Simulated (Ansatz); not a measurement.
## GaSb (F-43m), an elastic constant from a strain scan

All numbers below come from Ansatz 0.2.0, DFT r2SCAN, scalar-relativistic, plane waves, PAW. The runs took a 500 eV cutoff, a Γ-centred 10×10×10 mesh and Gaussian smearing (0.05 eV). No spin polarisation. Energies are free energies at this smearing, counted from the undisturbed cell; pressure is positive in compression.

Zero of the scan (relaxed at this level):

```
CELL_PARAMETERS angstrom
0.00000 3.06615 3.06615
3.06615 0.00000 3.06615
3.06615 3.06615 0.00000
ATOMIC_POSITIONS crystal
Ga 0.00000 0.00000 0.00000
Sb 0.75000 0.75000 0.75000
```

The cell is strained by ε times the Voigt pattern (1, 1, 0, 0, 0, 0) (xx, yy, zz, yz, xz, xy; engineering shear) with fractional coordinates fixed. The cell holds 2 atoms in V0 = 57.65 Å³. The stress column is τ = (1/V0) dE/dε, got from the stress tensor σ (compression positive) at each point as −det(1 + εP) σ : P(1 + εP)⁻¹, with P the pattern as a tensor.

| ε | ΔE (meV/atom) | τ (GPa) |
| --- | --- | --- |
| -0.0400 | 39.429 | -11.534 |
| -0.0300 | 21.602 | -8.320 |
| -0.0200 | 9.352 | -5.335 |
| 0.0000 | 0.000 | 0.002 |
| 0.0100 | 2.166 | 2.376 |
| 0.0200 | 8.427 | 4.540 |
| 0.0300 | 18.363 | 6.496 |
| 0.0400 | ? | ? |

Which combination of elastic constants does this scan measure, and how large is it?

For small ε, τ = τ0 + Kε with K = pᵀCp, which for this pattern is 2(C11 + C12) in the cubic axes. The parabola through τ at ε = -0.0200, 0 and 0.0100 has slope K = 247 GPa at zero. The energies per cell, E = NΔE, of the same two points give K = 2[E(ε₊)/ε₊ − E(ε₋)/ε₋]/[(ε₊ − ε₋)V0] = 254 GPa, in agreement.

Predict the withheld row at ε = 0.0400 from the harmonic law, and compare.

ΔE = V0(τ0 ε + Kε²/2)/N = 35.597 meV/atom and τ = 9.89 GPa. The calculation gives 31.747 meV/atom and 8.36 GPa: the energy lies 11 % below the harmonic value, as bonds soften when stretched.